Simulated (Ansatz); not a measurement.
Born–Oppenheimer molecular dynamics of a periodic cell of 20 atoms, Al₂O₃ (start crystal Al2O3, start structure R-3c, volume 1.05 times the crystal's). It starts from a structure without forces on its atoms.

Computed with Ansatz, DFT PBE, scalar-relativistic, plane waves, PAW. Settings: accuracy low, cutoff 420 eV, k mesh 3x3x3, fermi-dirac smearing 0.3 eV, no spin polarisation.

* ensemble: NVT, Langevin thermostat
* time step: 0.75 fs
* steps asked: 210
* set temperature: 3500 K
* friction: 0.02 /fs
* seed: 153153

Frames 0.75 fs apart, positions in Å, forces in eV/Å.

Velocities at 90 fs (Å/ps):

```
Al -9.95 -11.98 2.11
Al 3.34 -0.36 -8.03
Al -8.66 7.20 9.20
Al 13.12 -3.84 -6.08
O -11.02 5.84 9.43
O -2.50 1.45 5.27
O -3.07 2.95 -0.07
O -24.37 3.54 -19.85
O -4.20 24.56 -7.18
O -6.32 -3.61 -21.74
Al 2.56 6.77 5.01
Al 2.95 2.92 10.32
Al 11.40 12.10 -4.50
Al -10.41 10.76 -20.93
O 16.93 -11.88 -7.86
O 7.56 -5.12 13.60
O 7.29 27.47 -4.17
O 19.12 13.11 26.05
O 14.90 8.00 9.78
O 17.93 10.10 -4.36
```

```xyz
20
Lattice="-2.4419 -1.4098 8.8875 2.4419 -1.4098 8.8875 0.0000 2.8197 8.8875" Properties=species:S:1:pos:R:3:forces:R:3 time_fs=90 energy_less_start_eV=10.010 T=3000
Al 0.457 0.286 1.310 0.70 -1.85 -0.10
Al 0.212 0.298 4.269 -0.67 -5.01 2.90
Al 0.277 0.217 8.501 -0.14 -1.36 -1.43
Al 0.654 0.062 11.499 -2.77 -2.07 -0.31
O -1.176 0.251 16.595 -0.42 -2.83 1.64
O 1.877 0.012 14.274 -2.05 2.81 2.82
O 1.014 1.475 16.336 0.11 -0.68 1.63
O 0.955 -1.542 16.964 -0.29 1.34 0.82
O -0.910 -1.269 14.506 3.31 -0.92 -1.68
O -0.884 1.569 14.380 -0.33 0.31 -0.18
Al 0.015 0.211 15.007 2.61 -0.58 1.02
Al 0.254 -0.075 18.154 2.70 5.22 -7.11
Al 0.148 0.075 22.073 -0.76 0.92 -1.07
Al 0.311 -0.001 24.481 -3.45 1.41 3.46
O 1.040 -1.530 12.287 1.16 3.37 -0.89
O -0.114 -1.442 10.135 -3.90 4.40 -0.10
O -1.639 0.145 12.237 2.46 -1.06 -3.89
O 0.939 1.430 12.430 -0.28 2.91 -0.16
O -0.634 1.461 9.884 6.17 0.05 0.42
O 1.811 0.374 10.120 -4.17 -6.39 2.21
20
Lattice="-2.4419 -1.4098 8.8875 2.4419 -1.4098 8.8875 0.0000 2.8197 8.8875" Properties=species:S:1:pos:R:3:forces:R:3 time_fs=90.75 energy_less_start_eV=10.139 T=2813
Al 0.449 0.279 1.312 0.82 -1.81 -0.15
Al 0.214 0.297 4.264 -0.50 -4.50 2.84
Al 0.271 0.222 8.508 -0.19 -1.34 -1.66
Al 0.663 0.058 11.494 -2.70 -1.56 0.08
O -1.185 0.256 16.602 -0.44 -2.69 1.52
O 1.874 0.014 14.278 -1.97 2.72 2.67
O 1.012 1.476 16.335 0.01 -0.64 1.61
O 0.937 -1.539 16.951 0.07 1.47 1.02
O -0.913 -1.252 14.500 3.36 -1.05 -1.57
O -0.888 1.565 14.363 -0.19 0.33 0.17
Al 0.018 0.216 15.011 2.54 -0.50 1.05
Al 0.256 -0.071 18.161 3.14 5.51 -7.50
Al 0.157 0.084 22.070 -0.89 0.81 -1.02
Al 0.304 0.008 24.467 -3.33 1.22 3.63
O 1.052 -1.538 12.282 1.25 3.71 -1.05
O -0.108 -1.445 10.147 -3.97 4.58 -0.15
O -1.632 0.168 12.233 2.30 -1.70 -3.71
O 0.953 1.440 12.448 -0.55 2.38 -0.72
O -0.623 1.467 9.891 5.88 -0.07 0.26
O 1.823 0.380 10.117 -4.64 -6.86 2.68
20
Lattice="-2.4419 -1.4098 8.8875 2.4419 -1.4098 8.8875 0.0000 2.8197 8.8875" Properties=species:S:1:pos:R:3:forces:R:3 time_fs=91.5 energy_less_start_eV=10.230 T=2753
Al 0.441 0.272 1.313 0.97 -1.77 -0.18
Al 0.217 0.296 4.258 -0.32 -3.95 2.78
Al 0.266 0.228 8.512 -0.22 -1.32 -1.84
Al 0.673 0.051 11.489 -2.67 -1.07 0.45
O -1.193 0.258 16.611 -0.45 -2.55 1.38
O 1.869 0.018 14.284 -1.85 2.57 2.49
O 1.011 1.475 16.334 -0.11 -0.60 1.61
O 0.918 -1.536 16.939 0.42 1.57 1.19
O -0.915 -1.238 14.493 3.41 -1.14 -1.43
O -0.892 1.560 14.348 -0.05 0.35 0.53
Al 0.022 0.221 15.015 2.44 -0.43 1.06
Al 0.259 -0.065 18.166 3.43 5.65 -7.70
Al 0.167 0.091 22.068 -1.06 0.72 -1.02
Al 0.296 0.016 24.453 -3.21 1.05 3.80
O 1.063 -1.544 12.279 1.34 4.01 -1.19
O -0.102 -1.447 10.162 -4.02 4.70 -0.24
O -1.625 0.191 12.228 2.13 -2.36 -3.52
O 0.966 1.451 12.463 -0.78 1.90 -1.21
O -0.610 1.473 9.898 5.53 -0.18 0.09
O 1.835 0.382 10.115 -4.91 -7.13 2.94
20
Lattice="-2.4419 -1.4098 8.8875 2.4419 -1.4098 8.8875 0.0000 2.8197 8.8875" Properties=species:S:1:pos:R:3:forces:R:3 time_fs=92.25 energy_less_start_eV=10.258 T=2818
Al 0.434 0.265 1.314 1.12 -1.73 -0.17
Al 0.219 0.293 4.253 -0.13 -3.42 2.73
Al 0.260 0.233 8.516 -0.22 -1.29 -1.97
Al 0.682 0.042 11.484 -2.65 -0.64 0.77
O -1.200 0.260 16.622 -0.44 -2.38 1.23
O 1.865 0.024 14.290 -1.73 2.41 2.32
O 1.010 1.475 16.330 -0.23 -0.56 1.64
O 0.900 -1.530 16.927 0.71 1.63 1.31
O -0.917 -1.225 14.484 3.47 -1.20 -1.26
O -0.896 1.555 14.335 0.13 0.37 0.89
Al 0.026 0.225 15.020 2.33 -0.38 1.04
Al 0.263 -0.058 18.169 3.52 5.63 -7.63
Al 0.175 0.099 22.066 -1.24 0.63 -1.04
Al 0.288 0.024 24.440 -3.11 0.88 3.94
O 1.077 -1.549 12.277 1.39 4.27 -1.33
O -0.096 -1.447 10.178 -4.05 4.70 -0.38
O -1.619 0.212 12.224 1.98 -2.98 -3.33
O 0.979 1.464 12.476 -0.99 1.47 -1.64
O -0.595 1.479 9.906 5.11 -0.30 -0.11
O 1.845 0.382 10.114 -4.96 -7.14 2.98
20
Lattice="-2.4419 -1.4098 8.8875 2.4419 -1.4098 8.8875 0.0000 2.8197 8.8875" Properties=species:S:1:pos:R:3:forces:R:3 time_fs=93 energy_less_start_eV=10.208 T=2619
Al 0.426 0.259 1.315 1.28 -1.65 -0.12
Al 0.220 0.290 4.250 0.04 -2.92 2.70
Al 0.253 0.239 8.519 -0.16 -1.26 -2.04
Al 0.692 0.034 11.480 -2.65 -0.23 1.03
O -1.209 0.260 16.633 -0.40 -2.18 1.08
O 1.861 0.029 14.297 -1.63 2.27 2.16
O 1.011 1.476 16.328 -0.38 -0.54 1.70
O 0.886 -1.522 16.917 0.96 1.66 1.39
O -0.917 -1.214 14.476 3.54 -1.22 -1.07
O -0.898 1.552 14.321 0.27 0.38 1.28
Al 0.031 0.231 15.026 2.20 -0.36 0.98
Al 0.269 -0.049 18.168 3.44 5.45 -7.33
Al 0.183 0.108 22.062 -1.39 0.55 -1.04
Al 0.281 0.033 24.429 -2.97 0.74 3.99
O 1.091 -1.554 12.274 1.41 4.48 -1.44
O -0.093 -1.445 10.195 -4.04 4.63 -0.57
O -1.613 0.232 12.219 1.86 -3.51 -3.18
O 0.991 1.478 12.486 -1.17 1.07 -2.00
O -0.577 1.485 9.915 4.58 -0.43 -0.33
O 1.854 0.379 10.114 -4.81 -6.93 2.83
20
Lattice="-2.4419 -1.4098 8.8875 2.4419 -1.4098 8.8875 0.0000 2.8197 8.8875" Properties=species:S:1:pos:R:3:forces:R:3 time_fs=93.75 energy_less_start_eV=10.116 T=2706
Al 0.419 0.252 1.317 1.45 -1.53 -0.05
Al 0.221 0.285 4.247 0.20 -2.44 2.69
Al 0.246 0.244 8.522 -0.09 -1.22 -2.08
Al 0.702 0.026 11.477 -2.67 0.14 1.24
O -1.218 0.259 16.644 -0.34 -1.95 0.91
O 1.857 0.034 14.305 -1.51 2.15 1.99
O 1.014 1.478 16.326 -0.58 -0.54 1.79
O 0.872 -1.513 16.908 1.20 1.68 1.44
O -0.916 -1.208 14.468 3.61 -1.18 -0.89
O -0.899 1.549 14.308 0.35 0.39 1.65
Al 0.036 0.237 15.032 2.07 -0.39 0.90
Al 0.275 -0.039 18.165 3.30 5.15 -6.91
Al 0.190 0.116 22.058 -1.44 0.51 -1.01
Al 0.273 0.043 24.420 -2.79 0.62 3.95
O 1.105 -1.555 12.270 1.41 4.60 -1.49
O -0.091 -1.444 10.211 -4.00 4.56 -0.74
O -1.609 0.250 12.213 1.74 -3.99 -3.02
O 1.003 1.495 12.496 -1.35 0.67 -2.34
O -0.556 1.492 9.926 3.98 -0.59 -0.58
O 1.862 0.376 10.115 -4.53 -6.62 2.56
20
Lattice="-2.4419 -1.4098 8.8875 2.4419 -1.4098 8.8875 0.0000 2.8197 8.8875" Properties=species:S:1:pos:R:3:forces:R:3 time_fs=94.5 energy_less_start_eV=10.018 T=2801
Al 0.413 0.246 1.320 1.63 -1.38 0.03
Al 0.224 0.279 4.244 0.28 -1.93 2.71
Al 0.238 0.249 8.525 -0.01 -1.19 -2.10
Al 0.712 0.021 11.473 -2.70 0.45 1.43
O -1.227 0.257 16.655 -0.26 -1.72 0.75
O 1.851 0.038 14.312 -1.37 2.02 1.81
O 1.016 1.481 16.324 -0.79 -0.55 1.90
O 0.859 -1.503 16.901 1.42 1.68 1.47
O -0.913 -1.204 14.462 3.66 -1.10 -0.72
O -0.899 1.546 14.296 0.36 0.40 1.97
Al 0.039 0.244 15.039 1.95 -0.45 0.81
Al 0.281 -0.027 18.161 3.06 4.71 -6.40
Al 0.194 0.122 22.050 -1.42 0.48 -0.88
Al 0.263 0.054 24.413 -2.58 0.51 3.82
O 1.117 -1.557 12.264 1.43 4.72 -1.50
O -0.090 -1.444 10.226 -3.96 4.49 -0.93
O -1.606 0.268 12.204 1.62 -4.44 -2.84
O 1.012 1.514 12.507 -1.50 0.26 -2.68
O -0.534 1.498 9.937 3.35 -0.78 -0.82
O 1.868 0.371 10.117 -4.15 -6.17 2.16
20
Lattice="-2.4419 -1.4098 8.8875 2.4419 -1.4098 8.8875 0.0000 2.8197 8.8875" Properties=species:S:1:pos:R:3:forces:R:3 time_fs=95.25 energy_less_start_eV=9.892 T=2635
Al 0.407 0.240 1.322 1.81 -1.21 0.12
Al 0.227 0.272 4.240 0.32 -1.43 2.78
Al 0.230 0.253 8.530 0.09 -1.17 -2.11
Al 0.722 0.016 11.471 -2.75 0.67 1.59
O -1.237 0.253 16.666 -0.16 -1.47 0.59
O 1.847 0.041 14.319 -1.24 1.91 1.64
O 1.018 1.483 16.321 -1.01 -0.57 2.04
O 0.847 -1.492 16.898 1.59 1.65 1.47
O -0.908 -1.202 14.456 3.68 -1.01 -0.56
O -0.898 1.543 14.284 0.31 0.39 2.29
Al 0.042 0.251 15.046 1.83 -0.51 0.70
Al 0.289 -0.015 18.157 2.67 4.17 -5.80
Al 0.196 0.128 22.041 -1.33 0.40 -0.71
Al 0.252 0.065 24.407 -2.34 0.43 3.61
O 1.127 -1.560 12.259 1.45 4.87 -1.55
O -0.090 -1.443 10.242 -3.90 4.36 -1.13
O -1.602 0.282 12.191 1.50 -4.79 -2.62
O 1.018 1.535 12.518 -1.58 -0.17 -3.02
O -0.511 1.500 9.947 2.75 -0.93 -1.01
O 1.874 0.363 10.120 -3.70 -5.59 1.67
20
Lattice="-2.4419 -1.4098 8.8875 2.4419 -1.4098 8.8875 0.0000 2.8197 8.8875" Properties=species:S:1:pos:R:3:forces:R:3 time_fs=96 energy_less_start_eV=9.740 T=2783
Al 0.404 0.233 1.326 1.98 -1.00 0.21
Al 0.230 0.263 4.236 0.34 -0.90 2.92
Al 0.223 0.256 8.536 0.20 -1.15 -2.10
Al 0.729 0.012 11.470 -2.79 0.87 1.69
O -1.248 0.249 16.676 -0.06 -1.24 0.43
O 1.843 0.046 14.325 -1.09 1.81 1.48
O 1.018 1.487 16.320 -1.19 -0.60 2.17
O 0.836 -1.481 16.895 1.76 1.62 1.45
O -0.900 -1.203 14.450 3.68 -0.89 -0.39
O -0.896 1.542 14.273 0.27 0.32 2.59
Al 0.045 0.258 15.054 1.67 -0.56 0.57
Al 0.297 -0.003 18.149 2.24 3.61 -5.16
Al 0.198 0.136 22.034 -1.21 0.25 -0.59
Al 0.240 0.075 24.402 -2.09 0.36 3.40
O 1.138 -1.561 12.257 1.41 4.97 -1.65
O -0.092 -1.442 10.255 -3.79 4.18 -1.31
O -1.600 0.293 12.177 1.36 -4.99 -2.36
O 1.023 1.555 12.529 -1.60 -0.62 -3.34
O -0.486 1.500 9.956 2.14 -1.07 -1.19
O 1.877 0.354 10.122 -3.24 -4.97 1.16
20
Lattice="-2.4419 -1.4098 8.8875 2.4419 -1.4098 8.8875 0.0000 2.8197 8.8875" Properties=species:S:1:pos:R:3:forces:R:3 time_fs=96.75 energy_less_start_eV=9.594 T=3148
Al 0.400 0.227 1.330 2.17 -0.75 0.30
Al 0.234 0.253 4.230 0.33 -0.34 3.11
Al 0.214 0.258 8.542 0.33 -1.11 -2.09
Al 0.735 0.007 11.471 -2.81 1.08 1.69
O -1.260 0.249 16.686 0.03 -1.07 0.27
O 1.837 0.051 14.330 -0.92 1.70 1.36
O 1.015 1.492 16.322 -1.31 -0.64 2.26
O 0.823 -1.469 16.890 1.93 1.61 1.44
O -0.891 -1.207 14.443 3.66 -0.75 -0.25
O -0.895 1.544 14.263 0.29 0.22 2.85
Al 0.050 0.265 15.062 1.48 -0.60 0.47
Al 0.306 0.010 18.141 1.83 3.06 -4.51
Al 0.200 0.144 22.029 -1.09 0.05 -0.61
Al 0.229 0.085 24.394 -1.91 0.31 3.32
O 1.149 -1.560 12.256 1.31 4.97 -1.74
O -0.096 -1.439 10.266 -3.65 3.98 -1.48
O -1.598 0.301 12.161 1.23 -5.07 -2.04
O 1.026 1.573 12.539 -1.54 -1.07 -3.63
O -0.457 1.500 9.966 1.43 -1.25 -1.37
O 1.880 0.344 10.123 -2.79 -4.34 0.66
20
Lattice="-2.4419 -1.4098 8.8875 2.4419 -1.4098 8.8875 0.0000 2.8197 8.8875" Properties=species:S:1:pos:R:3:forces:R:3 time_fs=97.5 energy_less_start_eV=9.472 T=3261
Al 0.395 0.221 1.335 2.40 -0.46 0.40
Al 0.237 0.243 4.223 0.33 0.24 3.35
Al 0.205 0.260 8.549 0.49 -1.08 -2.07
Al 0.740 0.000 11.473 -2.85 1.32 1.61
O -1.273 0.250 16.696 0.14 -0.92 0.10
O 1.830 0.059 14.335 -0.70 1.59 1.22
O 1.012 1.499 16.326 -1.42 -0.69 2.33
O 0.811 -1.456 16.884 2.09 1.63 1.42
O -0.879 -1.211 14.439 3.58 -0.60 -0.14
O -0.891 1.545 14.255 0.23 0.12 3.00
Al 0.055 0.270 15.069 1.31 -0.63 0.41
Al 0.315 0.022 18.131 1.41 2.58 -3.86
Al 0.202 0.152 22.024 -0.92 -0.13 -0.69
Al 0.218 0.094 24.385 -1.76 0.28 3.30
O 1.161 -1.556 12.255 1.14 4.84 -1.76
O -0.100 -1.436 10.278 -3.50 3.73 -1.67
O -1.597 0.307 12.141 1.11 -5.03 -1.66
O 1.028 1.591 12.550 -1.38 -1.56 -3.92
O -0.425 1.502 9.978 0.67 -1.51 -1.56
O 1.881 0.331 10.124 -2.37 -3.71 0.20
```

Of the whole run (158 fs, mean temperature of the second half 3246 K): A run of 0.16 ps of so small a system gives no equilibrium averages. Limits of this set-up: low accuracy level.

Time of the run: 23 min on 2 threads of Arm Neoverse V1, with other jobs on the host, peak memory 0.59 GiB.
